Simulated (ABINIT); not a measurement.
# MgO (Fm-3m) in ABINIT: notebook, part 2 of 2

ABINIT 10.8.3 (patched build). The steps go on from the part before.

## (3) Equation of state, PBE

Input file run.abi:

```
# Datasets: one volume each
ndtset 7
getwfk -1
scalecart1 3*0.9795861087
scalecart2 3*0.9864848297
scalecart3 3*0.9932883884
scalecart4 3*1.0000000000
scalecart5 3*1.0066227096
scalecart6 3*1.0131594038
scalecart7 3*1.0196128224

# Pseudopotentials
pp_dirpath "./"
pseudos "Mg.GGA_PBE-JTH.xml, O.GGA_PBE-JTH.xml"

# Structure
acell 2.9656078099 2.9656078099 2.9656078099 Angstrom
rprim
     0.0000000000     0.7071067812     0.7071067812
     0.7071067812     0.0000000000     0.7071067812
     0.7071067812     0.7071067812     0.0000000000
ntypat 2
znucl 12 8
natom 2
typat 1 2
xred
     0.0000000000     0.0000000000     0.0000000000
     0.5000000000     0.5000000000     0.5000000000

# Plane-wave basis
ecut 23.0
pawecutdg 45.0

# k points
kptopt 1
ngkpt 11 11 11
nshiftk 1
shiftk 0.0 0.0 0.0

# Exchange and correlation
ixc 11

# Bands and occupations
nband 12
occopt 3
tsmear 0.00183747

# SCF cycle
nstep 100
tolvrs 1.0e-9

# Output
iomode 3
prtwf 1
prtden 0
prteig 0
prtebands 0
enunit 2
```

Potentials or basis: JTH PAW PBE v2.0.

On the command line:

```console
$ abinit run.abi > log 2>&1
```

run.abo:

```text
.Version 10.8.3 of ABINIT
 DATASET    1 : space group Fm -3 m (#225); Bravais cF (face-center cubic)
================================================================================
 Values of the parameters that define the memory need for DATASET  1.
     intxc =       0    ionmov =       0      iscf =      17    lmnmax =       8
     lnmax =       4     mgfft =      24  mpssoang =       2    mqgrid =    3001
     natom =       2  nloc_mem =       2    nspden =       1   nspinor =       1
    nsppol =       1      nsym =      48    n1xccc =       1    ntypat =       2
    occopt =       3   xclevel =       2
       mpw =         626          nfft =       13824          nkpt =          56
 PAW method is used; the additional fine FFT grid is defined by:
   mgfftf=        36    nfftf =     46656
================================================================================
================================================================================
[... 71 lines left out ...]
 DATASET    7 : space group Fm -3 m (#225); Bravais cF (face-center cubic)
================================================================================
 Values of the parameters that define the memory need for DATASET  7.
     intxc =       0    ionmov =       0      iscf =      17    lmnmax =       8
     lnmax =       4     mgfft =      27  mpssoang =       2    mqgrid =    3001
     natom =       2  nloc_mem =       2    nspden =       1   nspinor =       1
    nsppol =       1      nsym =      48    n1xccc =       1    ntypat =       2
    occopt =       3   xclevel =       2
       mpw =         706          nfft =       19683          nkpt =          56
 PAW method is used; the additional fine FFT grid is defined by:
   mgfftf=        36    nfftf =     46656
================================================================================
================================================================================

--------------------------------------------------------------------------------
------------- Echo of variables that govern the present computation ------------
--------------------------------------------------------------------------------
 -outvars: echo values of preprocessed input variables --------
            acell      5.6041865576E+00  5.6041865576E+00  5.6041865576E+00 Bohr
              amu      2.43050000E+01  1.59994000E+01
             ecut      2.30000000E+01 Hartree
[... 159 lines left out ...]

   2.59069307E+02                                ecore*ucvol(ha*bohr**3)
--------------------------------------------------------------------------------

================================================================================

--- !BeginCycle
iteration_state: {dtset: 1, }
solver: {iscf: 17, nstep: 100, nline: 4, wfoptalg: 10, }
tolerances: {tolvrs: 1.00E-09, }
...
[... 1284 lines left out ...]
-Cartesian components of stress tensor (GPa)         [Pressure= -2.1540E+00 GPa]
- sigma(1 1)=  2.15401320E+00  sigma(3 2)=  0.00000000E+00
- sigma(2 2)=  2.15401320E+00  sigma(3 1)=  0.00000000E+00
- sigma(3 3)=  2.15401320E+00  sigma(2 1)=  0.00000000E+00

== END DATASET(S) ==============================================================
================================================================================

 -outvars: echo values of variables after computation  --------
            acell      5.6041865576E+00  5.6041865576E+00  5.6041865576E+00 Bohr
           etotal1    -7.9840256586E+01
           etotal2    -7.9841724760E+01
           etotal3    -7.9842826189E+01
           etotal4    -7.9843597838E+01
           etotal5    -7.9844067127E+01
           etotal6    -7.9844263853E+01
           etotal7    -7.9844214458E+01
            fcart1    -0.0000000000E+00 -0.0000000000E+00 -0.0000000000E+00
                      -0.0000000000E+00 -0.0000000000E+00 -0.0000000000E+00
            fcart2    -0.0000000000E+00 -0.0000000000E+00 -0.0000000000E+00
                      -0.0000000000E+00 -0.0000000000E+00 -0.0000000000E+00
            fcart3    -0.0000000000E+00 -0.0000000000E+00 -0.0000000000E+00
                      -0.0000000000E+00 -0.0000000000E+00 -0.0000000000E+00
            fcart4    -0.0000000000E+00 -0.0000000000E+00 -0.0000000000E+00
                      -0.0000000000E+00 -0.0000000000E+00 -0.0000000000E+00
            fcart5    -0.0000000000E+00 -0.0000000000E+00 -0.0000000000E+00
                      -0.0000000000E+00 -0.0000000000E+00 -0.0000000000E+00
[... 38 lines left out ...]
                       0.0000000000E+00  0.0000000000E+00  0.0000000000E+00
           xangst1     0.0000000000E+00  0.0000000000E+00  0.0000000000E+00
                       2.0541934343E+00  2.0541934343E+00  2.0541934343E+00
           xangst2     0.0000000000E+00  0.0000000000E+00  0.0000000000E+00
                       2.0686600618E+00  2.0686600618E+00  2.0686600618E+00
           xangst3     0.0000000000E+00  0.0000000000E+00  0.0000000000E+00
                       2.0829271339E+00  2.0829271339E+00  2.0829271339E+00
           xangst4     0.0000000000E+00  0.0000000000E+00  0.0000000000E+00
                       2.0970013928E+00  2.0970013928E+00  2.0970013928E+00
           xangst5     0.0000000000E+00  0.0000000000E+00  0.0000000000E+00
                       2.1108892240E+00  2.1108892240E+00  2.1108892240E+00
           xangst6     0.0000000000E+00  0.0000000000E+00  0.0000000000E+00
                       2.1245966809E+00  2.1245966809E+00  2.1245966809E+00
           xangst7     0.0000000000E+00  0.0000000000E+00  0.0000000000E+00
                       2.1381295086E+00  2.1381295086E+00  2.1381295086E+00
             xred      0.0000000000E+00  0.0000000000E+00  0.0000000000E+00
                       5.0000000000E-01  5.0000000000E-01  5.0000000000E-01
 Calculation completed.
```

It took 75 s on 1 thread of Arm Neoverse V2, shared host; peak memory 0.13 GiB.

What came out:

```yaml
Equilibrium_volume: 9.64 Å³/atom
Bulk_modulus: 149 GPa
Pressure_derivative_of_the_bulk_modulus: 4.1
```

Energy against volume, from the lowest point:
```
volume (Å³/atom)  energy (meV/atom)
           8.668              54.52
           8.853              34.55
           9.037              19.56
           9.221               9.06
           9.406               2.68
           9.590               0.00
           9.775               0.67
```

Caveat: pressures at fixed basis lie under the slope of the energies.

## (4) Equation of state, LDA

Input file run.abi:

```
# Datasets: one volume each
ndtset 7
getwfk -1
scalecart1 3*0.9795861087
scalecart2 3*0.9864848297
scalecart3 3*0.9932883884
scalecart4 3*1.0000000000
scalecart5 3*1.0066227096
scalecart6 3*1.0131594038
scalecart7 3*1.0196128224

# Pseudopotentials
pp_dirpath "./"
pseudos "Mg.LDA_PW-JTH.xml, O.LDA_PW-JTH.xml"

# Structure
acell 3*1.0 Angstrom
rprim
     0.0000000000     2.0970013927     2.0970013927
     2.0970013927     0.0000000000     2.0970013927
     2.0970013927     2.0970013927     0.0000000000
ntypat 2
znucl 12 8
natom 2
typat 1 2
xred
     0.0000000000     0.0000000000     0.0000000000
     0.5000000000     0.5000000000     0.5000000000

# Plane-wave basis
ecut 789.130201 eV
pawecutdg 51.0

# k points
kptopt 1
ngkpt 11 11 11
nshiftk 1
shiftk 0.0 0.0 0.0

# Exchange and correlation
ixc 7

# Bands and occupations
nband 12
occopt 3
tsmear 0.05 eV

# SCF cycle
nstep 100
tolvrs 1.0e-9

# Output
iomode 3
prtwf 1
prtden 0
prteig 0
prtebands 0
```

Potentials or basis: JTH PAW LDA v2.0.

On the command line:

```console
$ abinit run.abi > log 2>&1
```

Run time: 98 s. Hardware: 1 thread of Arm Neoverse V2, shared host; peak memory 0.12 GiB.

It converged, with:

* Equilibrium volume: 9.04 Å³/atom
* Bulk modulus: 172 GPa
* Pressure derivative of the bulk modulus: 4.1

Energy against volume, from the lowest point:
| volume (Å³/atom) | energy (meV/atom) |
| --- | --- |
| 8.668 | 8.86 |
| 8.853 | 2.20 |
| 9.037 | 0.00 |
| 9.221 | 1.89 |
| 9.406 | 7.42 |
| 9.590 | 16.21 |
| 9.775 | 27.98 |

Caveat: pressures at fixed basis lie under the slope of the energies.

## (5) Band structure, PBE

Input file run.abi:

```
# Datasets: ground state, then fixed potential
ndtset 2

# Pseudopotentials
pp_dirpath "./"
pseudos "Mg.upf, O.upf"

# Structure
acell 3*1.0 Angstrom
rprim
     0.0000000000     2.0970013927     2.0970013927
     2.0970013927     0.0000000000     2.0970013927
     2.0970013927     2.0970013927     0.0000000000
ntypat 2
znucl 12 8
natom 2
typat 1 2
xcart
     0.0000000000     0.0000000000     0.0000000000
     3.9627583152     3.9627583152     3.9627583152

# Plane-wave basis
ecut 42.0

# Exchange and correlation
ixc 11

# Bands and occupations
occopt 3
tsmear 0.00183747

# SCF cycle
nstep 100

# Output
iomode 3
prtwf 0
prteig 0
prtebands 0
enunit 1
prtden1 1
prtvha1 1
prtvclmb1 1
prtpot1 1
prtelf1 1

# Dataset 1
kptopt1 1
ngkpt1 11 11 11
nshiftk1 1
shiftk1 0.0 0.0 0.0
nband1 12
tolvrs1 1.0e-10

# Dataset 2: bands along G-X-W-K-G-L-U-W-L-K
iscf2 -2
getden2 1
nband2 16
nbdbuf2 2
tolwfr2 1.0e-12
kptopt2 -9
ndivsm2 6
prteig2 1
prtvol2 -3
kptbounds2
     0.0000000000     0.0000000000     0.0000000000
     0.5000000000     0.0000000000     0.5000000000
     0.5000000000     0.2500000000     0.7500000000
     0.3750000000     0.3750000000     0.7500000000
     0.0000000000     0.0000000000     0.0000000000
     0.5000000000     0.5000000000     0.5000000000
     0.6250000000     0.2500000000     0.6250000000
     0.5000000000     0.2500000000     0.7500000000
     0.5000000000     0.5000000000     0.5000000000
     0.3750000000     0.3750000000     0.7500000000
```

Potentials or basis: PseudoDojo NC SR PBE v0.5 standard.

On the command line:

```console
$ abinit run.abi > log 2>&1
```

Wall time 63 s (1 thread of Arm Neoverse V2, shared host); peak memory 0.1 GiB.

Results (log left out):

| Quantity | Value |
| --- | --- |
| Free energy | -2069.4464 eV |
| Pressure | 6.7 GPa |
| Band gap on the k mesh | 4.89 eV, direct |
| Band gap along the path | 4.90 eV, direct |
| Valence electrons inside the program's atomic spheres | Mg 8.41; O 6.33 |

Levels at the corners of the path, in eV from the valence-band top:
| point | band 4 | band 5 | band 6 | band 7 | band 8 | band 9 | band 10 | band 11 | band 12 | band 13 |
| --- | --- | --- | --- | --- | --- | --- | --- | --- | --- | --- |
| Γ | -39.06 | -17.25 | 0.00 | 0.00 | 0.00 | 4.90 | 16.04 | 16.04 | 16.04 | 19.84 |
| X | -39.09 | -15.67 | -4.09 | -1.35 | -1.35 | 9.24 | 10.15 | 13.23 | 19.18 | 19.18 |
| W | -39.10 | -15.61 | -2.96 | -2.96 | -1.78 | 11.77 | 11.77 | 12.35 | 15.73 | 22.23 |
| K | -39.09 | -15.65 | -3.50 | -2.72 | -1.15 | 10.22 | 11.95 | 12.66 | 18.33 | 18.55 |
| Γ | -39.06 | -17.25 | 0.00 | 0.00 | 0.00 | 4.90 | 16.04 | 16.04 | 16.04 | 19.84 |
| L | -39.07 | -15.90 | -4.64 | -0.65 | -0.65 | 8.02 | 12.76 | 16.49 | 16.49 | 21.22 |
| U | -39.09 | -15.65 | -3.50 | -2.72 | -1.15 | 10.22 | 11.95 | 12.66 | 18.33 | 18.55 |
| W | -39.10 | -15.61 | -2.96 | -2.96 | -1.78 | 11.77 | 11.77 | 12.35 | 15.73 | 22.23 |
| L | -39.07 | -15.90 | -4.64 | -0.65 | -0.65 | 8.02 | 12.76 | 16.49 | 16.49 | 21.22 |
| K | -39.09 | -15.65 | -3.50 | -2.72 | -1.15 | 10.22 | 11.95 | 12.66 | 18.33 | 18.55 |

## (6) Summary

```tsv
task	level	potentials or basis	cutoff (eV)	fine-grid cutoff	V0 of scaled cells (Å³/atom)	B0 (GPa)
equation of state	PBEsol	JTH PAW PBE v2.0	789	1387.78 eV	9.38	157
equation of state	PBE	JTH PAW PBE v2.0	626	1224.51 eV	9.64	149
equation of state	LDA	JTH PAW LDA v2.0	789	1387.78 eV	9.04	172
band structure	PBE	PseudoDojo NC SR PBE v0.5 standard	1143	-	-	-
```

Alike in all rows: no spin polarisation; cell as given; k mesh 11 × 11 × 11; smearing fermi-dirac 0.05 eV.

Caveats: pressures at fixed basis lie under the slope of the energies (some runs); the PAW data sets were made with another functional, which shifts forces and pressure a little (some runs).

Total energies depend on the potentials used, so only differences within one code and one set of settings carry meaning.

## (7) How close it comes

Step 5. A measured gap of MgO is 7.83 eV (quoted in “Electronic structure of alkaline earth and post-transition metal oxides”, 2009, arxiv:0908.1581); the calculated 4.90 eV misses it by -2.93 eV. The value is that of PBE, without temperature or zero-point motion. Semilocal functionals fall short of measured gaps as a rule. The cell is a database's relaxed one, not the measured one, which moves gaps too.
